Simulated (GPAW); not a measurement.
TePb, 2 atoms in the cell. The structure is cubic, space group Fm-3m (No. 225). The conventional cell has a = 6.462 Å, b = 6.462 Å, c = 6.462 Å, α = 90.00°, β = 90.00°, γ = 90.00°. Pb (site symmetry m-3m) is surrounded by 6 Te at 3.23 Å. Te (site symmetry m-3m) is surrounded by 6 Pb at 3.23 Å. 

- Program: GPAW 26.7.0
- Task: equation of state
- Functional: revPBE
- Dispersion: D4
- Potentials or basis: the program's PAW data sets (release 1.2.1) made for this functional
- Cutoff: 600 eV
- Basis: pw
- k mesh: 6 × 6 × 6
- Occupations: fermi-dirac, width 0.05 eV
- Spin: no spin polarisation
- Maxiter: 150
- Eos scales: [0.94, 0.96, 0.98, 1.0, 1.02, 1.04, 1.06]

Potentials or basis: the program's PAW data sets (release 1.2.1) made for this functional, pw.

The run is started by

```console
$ OMP_NUM_THREADS=1 python run.py
```

Hardware: 1 thread of Arm Neoverse V1, on a shared host.

Problem. Estimate the wall time of this run.

Solution. Wall time 100 s on 1 thread of Arm Neoverse V1, with other jobs on the host, peak memory 0.26 GiB. Counts: scf iterations 63, plane waves 2200, bands 19, k points 16.
